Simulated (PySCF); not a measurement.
Runs of PySCF 2.14.0 on PbO (Litharge). The structure is tetragonal, space group P4/nmm (No. 129). Conventional cell: a = 3.990 Å, b = 3.990 Å, c = 5.010 Å, α = 90.00°, β = 90.00°, γ = 90.00°. Pb (site symmetry 4mm) has 4 O at 2.33 Å as nearest neighbours. Around O (site symmetry -4m2) lie 4 Pb at 2.33 Å. 

```tsv
level	exxdiv	grid for exchange and correlation	three-centre integrals	gap on the mesh (eV)
PBE0	ewald	Becke, atom-centred	read from an earlier run's file	2.38
LDA	-	Becke, atom-centred	-	0.81
PBEsol	-	Becke, atom-centred	read from an earlier run's file	0.80
HF	ewald	-	read from an earlier run's file	(b)
r2SCANh	ewald	Becke, atom-centred	read from an earlier run's file	(a)
```

Alike in all rows: task atomic charges; potentials or basis DZVP-MOLOPT-HYB/GTH-HYB (UZH) (potentials made for PBE0); no spin polarisation; cell as given; k mesh 2 × 2 × 1; smearing fixed; the mesh is coarse, so values aren't converged.

**Question.** Estimate the missing entries.

**Answer.** (a) 1.61; (b) 7.34.

Caveats: all runs use coarse meshes; spin-orbit coupling is left out, which as a rule narrows the gap of such compounds by several tenths of an eV; an odd mesh through Γ misses points on the zone boundary, where band edges often lie; the basis of atomic orbitals isn't converged, which shifts pressures, moduli and gaps; the default atom-centred grid shifts energies of crystals by up to some 10 meV an atom and pressures by some 0.5 GPa (some runs); on so small a mesh gaps with full-range exact exchange can be off by tenths of an eV to over 1 eV (some runs).

A k mesh can miss the band edges, and the runs leave out spin-orbit coupling on Pb.
